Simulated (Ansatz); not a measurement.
# Co: a stacking-fault curve

Aim: for Co, slide the crystal rigidly across a (0 0 1) plane.

Computed with Ansatz 0.2.0 (DFT PBE, scalar-relativistic, plane waves, PAW, unless a step's input says otherwise).

4 further runs of the same task are left out: 2 that didn't finish, 2 set aside as unsound or not needed. Runs told in other sessions of the task aren't counted.

### 1 The starting structure

The structure is hexagonal, space group P6_3/mmc (No. 194). Conventional cell: a = 2.492 Å, b = 2.492 Å, c = 4.033 Å, α = 90.00°, β = 90.00°, γ = 120.00°. Co (site symmetry -6m2) has 12 Co at 2.48 to 2.49 Å in its first shell of neighbours.

As a file:

```cif
data_structure
_symmetry_space_group_name_H-M 'P6_3/mmc'
_symmetry_Int_Tables_number 194
_cell_length_a 2.4922
_cell_length_b 2.4922
_cell_length_c 4.0334
_cell_angle_alpha 90.000
_cell_angle_beta 90.000
_cell_angle_gamma 120.000
_cell_volume 21.70
loop_
_atom_site_label
_atom_site_type_symbol
_atom_site_symmetry_multiplicity
_atom_site_Wyckoff_symbol
_atom_site_fract_x
_atom_site_fract_y
_atom_site_fract_z
_atom_site_occupancy
Co1 Co 2 d 0.33333 0.66667 0.75000 1
```

It is built from the cell relaxed beforehand with the same method (10.85 Å³/atom).

### 2 Zero of energy

The cell is repeated 3 times, 6 atoms in all. The reference gives a free energy of -30756.9418 eV, pressure 0.18 GPa, largest force 0.000 eV/Å and gap on the mesh none (metal). It was computed beforehand with the settings of the runs below.

### 3 Next: a stacking-fault curve

The cut lies on the cell's a–b face, a (0 0 1) plane of area 5.38 Å², between layers 2.02 Å apart (Co below, Co above); the cell is 12.1 Å thick. Vector c is tilted by f times 1·a + 1·b (length 4.317 Å) with the atoms' Cartesian places fixed: one unrelaxed fault per cell.

### 4 Point f = 0.167

input.yaml reads:

```yaml
crystal:
  lattice:
    - [-2.4922474725, 0.0, 0.0]
    - [-1.2461237362, -2.1583496237, 0.0]
    - [-0.6231864805, -0.3597968823, 12.1001612406]
  atoms:
    - { symbol: Co, position: [0.1805222217, 0.1805222217, 0.9166833333], spin: 1.84 }
    - { symbol: Co, position: [0.291655555, 0.291655555, 0.2500166667], spin: 1.84 }
    - { symbol: Co, position: [0.2360888883, 0.2360888883, 0.58335], spin: 1.84 }
    - { symbol: Co, position: [0.6527722217, 0.6527722217, 0.08335], spin: 1.84 }
    - { symbol: Co, position: [0.597205555, 0.597205555, 0.4166833333], spin: 1.84 }
    - { symbol: Co, position: [0.5416388883, 0.5416388883, 0.7500166667], spin: 1.84 }
basis:
  ecutwfc: 420
kpoints:
  mp_grid: { grid: [27, 27, 5] }
hamiltonian:
  xc: pbe
scf:
  occupations: { method: gaussian, width: 0.15 }
output:
  forces: true
  stress: true
  eigenvalues: true
  populations: true
magnetization:
  spin_polarized: true
```

Command:

```
> ansatz run input.yaml --threads 2 --pin off --max-ram 5120MiB --backend cpu --events-out ev --progress --plain --runs-dir out
```

### 5 At f = 0.333

input.yaml reads:

```yaml
crystal:
  lattice:
    - [-2.4922474725, 0.0, 0.0]
    - [-1.2461237362, -2.1583496237, 0.0]
    - [-1.2459991239, -0.7193779296, 12.1001612406]
  atoms:
    - { symbol: Co, position: [0.0278027783, 0.0278027783, 0.9166833333], spin: 1.84 }
    - { symbol: Co, position: [0.2500027783, 0.2500027783, 0.2500166667], spin: 1.84 }
    - { symbol: Co, position: [0.1389027783, 0.1389027783, 0.58335], spin: 1.84 }
    - { symbol: Co, position: [0.6388861117, 0.6388861117, 0.08335], spin: 1.84 }
    - { symbol: Co, position: [0.5277861117, 0.5277861117, 0.4166833333], spin: 1.84 }
    - { symbol: Co, position: [0.4166861117, 0.4166861117, 0.7500166667], spin: 1.84 }
basis:
  ecutwfc: 420
kpoints:
  mp_grid: { grid: [27, 27, 5] }
hamiltonian:
  xc: pbe
scf:
  occupations: { method: gaussian, width: 0.15 }
output:
  forces: true
  stress: true
  eigenvalues: true
  populations: true
magnetization:
  spin_polarized: true
```

### 6 f = 0.500

input.yaml reads:

```yaml
crystal:
  lattice:
    - [-2.4922474725, 0.0, 0.0]
    - [-1.2461237362, -2.1583496237, 0.0]
    - [-1.8691856044, -1.0791748119, 12.1001612406]
  atoms:
    - { symbol: Co, position: [-0.1250083333, -0.1250083333, 0.9166833333], spin: 1.84 }
    - { symbol: Co, position: [0.208325, 0.208325, 0.2500166667], spin: 1.84 }
    - { symbol: Co, position: [0.0416583333, 0.0416583333, 0.58335], spin: 1.84 }
    - { symbol: Co, position: [0.6249916667, 0.6249916667, 0.08335], spin: 1.84 }
    - { symbol: Co, position: [0.458325, 0.458325, 0.4166833333], spin: 1.84 }
    - { symbol: Co, position: [0.2916583333, 0.2916583333, 0.7500166667], spin: 1.84 }
basis:
  ecutwfc: 420
kpoints:
  mp_grid: { grid: [27, 27, 5] }
hamiltonian:
  xc: pbe
scf:
  occupations: { method: gaussian, width: 0.15 }
output:
  forces: true
  stress: true
  eigenvalues: true
  populations: true
magnetization:
  spin_polarized: true
```

(Steps that only read results are left out.)

What does the calculation give? Wanted: largest shear traction sampled.

The runs gave:

```
                      quantity                    value
  highest fault energy sampled  1174 mJ/m² at f = 0.500
largest shear traction sampled                 27.9 GPa
```

What this shows: The highest point computed is 1174 mJ/m², at f = 0.500; the true top can lie between points. A dip at f = 0.333 (85 mJ/m²) marks a possible metastable fault. Nothing is relaxed, so these energies are upper bounds; letting the layers move apart would lower them.
